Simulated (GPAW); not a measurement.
# MgO (Fm-3m) in GPAW: notebook, part 2 of 2

GPAW 26.7.0. The steps go on from the part before.

### Step 4. Single point, PBE

File run.py:

```python
from ase.dft.bandgap import bandgap
from ase.io import read, write
from ase.units import GPa
from gpaw import GPAW, PW

atoms = read('POSCAR')

calc = GPAW(mode=PW(800),
            xc='PBE',
            kpts={'size': (11, 11, 11), 'gamma': True},
            occupations={'name': 'methfessel-paxton', 'order': 0, 'width': 0.013000000000000001},
            nbands=16,
            convergence={'density': 1e-05, 'energy': 1e-05},
            maxiter=150,
            txt='gpaw.txt')
atoms.calc = calc
energy = atoms.get_potential_energy()
forces = atoms.get_forces()
stress = atoms.get_stress()
calc.write('gs.gpw')
write('result.traj', atoms)
print(f'Energy: {energy:.6f} eV')
print('Forces (eV/A):')
print(forces.round(4))
print('Stress (GPa):', (stress / GPa).round(3))
print('Fermi level:', round(calc.get_fermi_level(), 4), 'eV')
print(f'Gap: {bandgap(calc)[0]:.4f} eV, direct: {bandgap(calc, direct=True)[0]:.4f} eV')
```

File POSCAR:

```
MgO
1.0
    0.0000000000      2.0970013927      2.0970013927
    2.0970013927      0.0000000000      2.0970013927
    2.0970013927      2.0970013927      0.0000000000
Mg O
1 1
Direct
    0.0000000000      0.0000000000      0.0000000000
    0.5000000000      0.5000000000      0.5000000000
```

Potentials or basis: GPAW PAW data sets (gpaw-data 1.2.1), pw.

On the command line:

```console
$ OMP_NUM_THREADS=1 python run.py
```

gpaw.txt:

```text
__  _  _
 | _ |_)|_||  |
 |__||  | ||/\| - 26.7.0

Input parameters:
  mode=PW(ecut=800.0),
  convergence={'density': 1e-05, 'energy': 1e-05},
  kpts=MonkhorstPack(size=(11, 11, 11), gamma=True),
  maxiter=150,
  nbands=16,
  occupations=Occupations(name='methfessel-paxton', order=0, width=0.013000000000000001),
  xc=XC(name='PBE')

Diagonalizing LCAO Hamiltonian
Converting LCAO to pw mode

              O

       Mg

Atoms  # Å, Bohr magnetons
|   | symbol |        x |        y |        z |    initial magnetic moments |
|---|--------|----------|----------|----------|-----------------------------|
| 0 |     Mg | 0.000000 | 0.000000 | 0.000000 | ( 0.0000,  0.0000,  0.0000) |
| 1 |      O | 2.097001 | 2.097001 | 2.097001 | ( 0.0000,  0.0000,  0.0000) |

Unit cell  # Å
| periodic |        x |        y |        z |  lengths |    angles |
|----------|----------|----------|----------|----------|-----------|
|      yes | 0.000000 | 2.097001 | 2.097001 | 2.965608 | 60.000000 |
|      yes | 2.097001 | 0.000000 | 2.097001 | 2.965608 | 60.000000 |
|      yes | 2.097001 | 2.097001 | 0.000000 | 2.965608 | 60.000000 |

Number of symmetries: 48
Symmetry operations  # r_c * U_cc + t_c -> r_c
|    | kind |            matrix            |
|----|------|------------------------------|
|  0 |  σ   |  1, 0, 0,  1, 0,-1,  1,-1, 0 |
|  1 |  C2  |  1, 0, 0,  1,-1, 0,  1, 0,-1 |
|  2 |  E   |  1, 0, 0,  0, 1, 0,  0, 0, 1 |
|  3 |  σ   |  1, 0, 0,  0, 0, 1,  0, 1, 0 |
|  4 |  C4  |  1, 0,-1,  1, 0, 0,  1,-1, 0 |
|  5 |  S6  |  1, 0,-1,  1,-1, 0,  1, 0, 0 |
|  6 |  σ   |  1, 0,-1,  0, 1,-1,  0, 0,-1 |
|  7 |  C3  |  1, 0,-1,  0, 0,-1,  0, 1,-1 |
|  8 |  S6  |  1,-1, 0,  1, 0, 0,  1, 0,-1 |
|  9 |  C4  |  1,-1, 0,  1, 0,-1,  1, 0, 0 |
| 10 |  C3  |  1,-1, 0,  0,-1, 1,  0,-1, 0 |
| 11 |  σ   |  1,-1, 0,  0,-1, 0,  0,-1, 1 |
| 12 |  σ   |  0, 1, 0,  1, 0, 0,  0, 0, 1 |
| 13 |  C4  |  0, 1, 0,  0, 1,-1, -1, 1, 0 |
| 14 |  C3  |  0, 1, 0,  0, 0, 1,  1, 0, 0 |
| 15 |  S6  |  0, 1, 0, -1, 1, 0,  0, 1,-1 |
| 16 |  C2  |  0, 1,-1,  1, 0,-1,  0, 0,-1 |
| 17 |  σ   |  0, 1,-1,  0, 1, 0, -1, 1, 0 |
| 18 |  S4  |  0, 1,-1,  0, 0,-1,  1, 0,-1 |
| 19 |  C4  |  0, 1,-1, -1, 1, 0,  0, 1, 0 |
| 20 |  C3  |  0, 0, 1,  1, 0, 0,  0, 1, 0 |
| 21 |  σ   |  0, 0, 1,  0, 1, 0,  1, 0, 0 |
| 22 |  S6  |  0, 0, 1,  0,-1, 1, -1, 0, 1 |
| 23 |  C4  |  0, 0, 1, -1, 0, 1,  0,-1, 1 |
| 24 |  S4  |  0, 0,-1,  1, 0,-1,  0, 1,-1 |
| 25 |  C3  |  0, 0,-1,  0, 1,-1,  1, 0,-1 |
| 26 |  C2  |  0, 0,-1,  0,-1, 0, -1, 0, 0 |
| 27 |  S6  |  0, 0,-1, -1, 0, 0,  0,-1, 0 |
| 28 |  S4  |  0,-1, 1,  1,-1, 0,  0,-1, 0 |
| 29 |  C4  |  0,-1, 1,  0, 0, 1, -1, 0, 1 |
| 30 |  C2  |  0,-1, 1,  0,-1, 0,  1,-1, 0 |
| 31 |  σ   |  0,-1, 1, -1, 0, 1,  0, 0, 1 |
| 32 |  C3  |  0,-1, 0,  1,-1, 0,  0,-1, 1 |
| 33 |  S6  |  0,-1, 0,  0, 0,-1, -1, 0, 0 |
| 34 |  S4  |  0,-1, 0,  0,-1, 1,  1,-1, 0 |
| 35 |  C2  |  0,-1, 0, -1, 0, 0,  0, 0,-1 |
[... 106 lines left out ...]
    Using partial waves for O as LCAO basis

Reference energy: -7490.497190  # eV

eigensolver:
  PPCG
  Converge bands: occupied
  niter=2

density mixing:
  MSR1-Mixer
  Pratt-step length: 0.05
  Maximum mixing coefficient: 0.75
  Old densities: 10
  SVD Regularization: 0.005
  Good broyden scale: 1.0
  Trust region scale: 1.0
  Backstep threshold: 4.0
  History deletion threshold: 6.0
  Fourier metric: weight=20.0, sigma=0.015

occupation numbers:
  Methfessel-Paxton:
    width: 0.0130  # eV
    order: 0

poisson solver:
  ecut: 6400.0  # eV

xc functional:
  name: PBE with 2 nearest neighbor stencil

convergence criteria:
- Maximum integral of absolute [dens]ity change: 1e-05 electrons / valence electron
- Maximum [total energy] change in last 3 cyles: 1e-05 eV / valence electron
- Maximum integral of absolute [eigenst]ate change: 4e-08 eV^2 / valence electron
maximum number of iterations: 150

SCF iterations
|iter     | |      energy | eigst |  dens |
|---------|-|-------------|-------|-------|
|iter:   1| |  -13.516536 | +0.17 |       |
|iter:   2| |  -13.159845 | -2.14 | -0.99 |
|iter:   3| |  -12.183760 | -1.37 | -1.04 |
|iter:   4| |  -12.189972 | -3.10 | -1.58 |
|iter:   5| |  -12.195715 | -3.07 | -1.85 |
|iter:   6| |  -12.195768 | -5.29 | -3.02 |
|iter:   7| |  -12.195785c| -6.18 | -3.40 |
|iter:   8| |  -12.195785c| -7.95c| -4.39 |
|iter:   9| |  -12.195785c| -8.21c| -5.14c|

Converged in 9 steps
Energy contributions relative to reference atoms: (reference = -7490.497190)

Energy contributions:
  Kinetic:          13.284714
  Coulomb:         -11.227278
  Zero:              0.191287
  External:          0.000000
  Xc:              -14.444509
  Entropy:           0.000000
  Spinorbit:         0.000000
  ----------------------------
  Free energy:     -12.195785
  Extrapolated:    -12.195785

dipole moment: (-6.014540, -6.014540, -6.014540)  # |e|*Ang

Fermi level: 5.689
Eigenvalues  # (at kpt = [0.000, 0.000, 0.000])
| band index |      eig [eV] | occ [0-2] |
|------------|---------------|-----------|
|          0 |       -67.346 |     2.000 |
|          1 |       -34.089 |     2.000 |
|          2 |       -34.089 |     2.000 |
|          3 |       -34.089 |     2.000 |
|          4 |       -12.274 |     2.000 |
|          5 |         5.010 |     2.000 |
[... 8 lines left out ...]
|         14 |        26.672 |     0.000 |
|         15 |        29.621 |     0.000 |

Gap: 4.895 eV
Transition (v -> c):
  (s=0, k=0, n=7, [0.00, 0.00, 0.00]) -> (s=0, k=0, n=8, [0.00, 0.00, 0.00])
No difference between direct/indirect transitions

Forces  # eV/Ang
|       x |        y |       z |
|---------|----------|---------|
| 0.00000 | -0.00000 | 0.00000 |  # Mg   0
| 0.00000 | -0.00000 | 0.00000 |  # O    1

Stress tensor  # eV/Ang^3
|         x |         y |         z |
|-----------|-----------|-----------|
| -0.043490 | -0.000000 | -0.000000 |
| -0.000000 | -0.043490 | -0.000000 |
| -0.000000 | -0.000000 | -0.043490 |

# Writing to gs.gpw (mode='')
```

stdout:

```text
Energy: -12.195785 eV
Forces (eV/A):
[[ 0. -0.  0.]
 [ 0. -0.  0.]]
Stress (GPa): [-6.968 -6.968 -6.968 -0.    -0.    -0.   ]
Fermi level: 5.6888 eV
Gap: 4.8946 eV, direct: 4.8946 eV
```

Wall time 7.7 s (1 thread of Intel Xeon 6975P-C (Granite Rapids), shared host); peak memory 0.15 GiB.

Results:

```yaml
Free_energy: -12.1958 eV
Pressure: 7.0 GPa
Band_gap_on_the_k_mesh: 4.89 eV, direct
```

Levels at points of the mesh, in eV from the valence-band top:
| k point | band 6 | band 7 | band 8 | band 9 | band 10 | band 11 |
| --- | --- | --- | --- | --- | --- | --- |
| (0.00, 0.00, 0.00) | 0.00 | 0.00 | 0.00 | 4.89 | 15.90 | 15.90 |

### Step 5. Single point, PBE

Changes to run.py since step 4:

```diff
@@ -10,3 +10,3 @@
             kpts={'size': (11, 11, 11), 'gamma': True},
-            occupations={'name': 'methfessel-paxton', 'order': 0, 'width': 0.013000000000000001},
+            occupations={'name': 'methfessel-paxton', 'order': 0, 'width': 0.014},
             nbands=16,
```

POSCAR is that of step 4.

On the command line:

```console
$ OMP_NUM_THREADS=1 python run.py
```

It took 7.9 s on 1 thread of Intel Xeon 6975P-C (Granite Rapids), shared host; peak memory 0.15 GiB.

Results (log left out):

* Free energy: -12.1958 eV
* Pressure: 7.0 GPa
* Band gap on the k mesh: 4.89 eV, direct

Levels at points of the mesh, in eV from the valence-band top:
| k point | band 5 | band 6 | band 7 | band 8 | band 9 | band 10 | band 11 | band 12 |
| --- | --- | --- | --- | --- | --- | --- | --- | --- |
| (0.00, 0.00, 0.00) | -17.28 | 0.00 | 0.00 | 0.00 | 4.89 | 15.90 | 15.90 | 15.90 |

### Step 6. Single point, PBE

Changes to run.py since step 5:

```diff
@@ -10,3 +10,3 @@
             kpts={'size': (11, 11, 11), 'gamma': True},
-            occupations={'name': 'methfessel-paxton', 'order': 0, 'width': 0.014},
+            occupations={'name': 'methfessel-paxton', 'order': 0, 'width': 0.015},
             nbands=16,
```

POSCAR is that of step 5.

Potentials or basis: GPAW PAW data sets (gpaw-data 1.2.1), pw.

On the command line:

```console
$ OMP_NUM_THREADS=1 python run.py
```

Wall time 7.8 s (1 thread of Intel Xeon 6975P-C (Granite Rapids), shared host); peak memory 0.15 GiB.

The run converged. Its results:

| Item | Value |
| --- | --- |
| Free energy | -12.1958 eV |
| Pressure | 7.0 GPa |
| Band gap on the k mesh | 4.89 eV, direct |

Levels at points of the mesh, in eV from the valence-band top:
```csv
k point,band 4,band 5,band 6,band 7,band 8,band 9,band 10,band 11,band 12
"(0.00, 0.00, 0.00)",-39.10,-17.28,0.00,0.00,0.00,4.89,15.90,15.90,15.90
```

### Step 7. The runs side by side

```tsv
task	level	potentials or basis	cell	smearing	eigensolver	optimizer	fmax	max steps	convergence	gap on the mesh (eV)	pressure (GPa)
relaxation of cell and atoms	BLYP	PAW data sets generated in the run's folder for this functional, pw	relaxed	fermi-dirac 0.05 eV	davidson	LBFGS	0.01 eV/Å	60	density=1e-05 forces=0.0001	4.66	0.0
single point	PBE	GPAW PAW data sets (gpaw-data 1.2.1), pw	as given	gaussian 0.012 eV	-	-	-	-	-	4.89	7.0
single point	PBE	GPAW PAW data sets (gpaw-data 1.2.1), pw	as given	gaussian 0.013 eV	-	-	-	-	-	4.89	7.0
single point	PBE	GPAW PAW data sets (gpaw-data 1.2.1), pw	as given	gaussian 0.014 eV	-	-	-	-	-	4.89	7.0
single point	PBE	GPAW PAW data sets (gpaw-data 1.2.1), pw	as given	gaussian 0.015 eV	-	-	-	-	-	4.89	7.0
```

Alike in all rows: no spin polarisation; k mesh 11 × 11 × 11; cutoff (eV) 800.

Caveats: later steps reuse the first step's grids (some runs).

Total energies depend on the potentials used, so only differences within one code and one set of settings carry meaning.

### Step 8. How close it comes

Step 3. Against the measured gap of MgO, 7.83 eV (quoted in “Electronic structure of alkaline earth and post-transition metal oxides”, 2009, arxiv:0908.1581), the calculated 4.89 eV is off by -2.94 eV. The value is that of PBE, without temperature or zero-point motion. Semilocal functionals fall short of measured gaps as a rule. The cell is a database's relaxed one, not the measured one, which moves gaps too.

Step 4. Against the measured gap of MgO, 7.83 eV (quoted in “Electronic structure of alkaline earth and post-transition metal oxides”, 2009, arxiv:0908.1581), the calculated 4.89 eV is off by -2.94 eV. The value is that of PBE, without temperature or zero-point motion. Semilocal functionals fall short of measured gaps as a rule. The cell is a database's relaxed one, not the measured one, which moves gaps too.

Step 5. A measured gap of MgO is 7.83 eV (quoted in “Electronic structure of alkaline earth and post-transition metal oxides”, 2009, arxiv:0908.1581); the calculated 4.89 eV misses it by -2.94 eV. The value is that of PBE, without temperature or zero-point motion. Semilocal functionals fall short of measured gaps as a rule. The cell is a database's relaxed one, not the measured one, which moves gaps too.

Step 6. A measured gap of MgO is 7.83 eV (quoted in “Electronic structure of alkaline earth and post-transition metal oxides”, 2009, arxiv:0908.1581); the calculated 4.89 eV misses it by -2.94 eV. The value is that of PBE, without temperature or zero-point motion. Semilocal functionals fall short of measured gaps as a rule. The cell is a database's relaxed one, not the measured one, which moves gaps too.
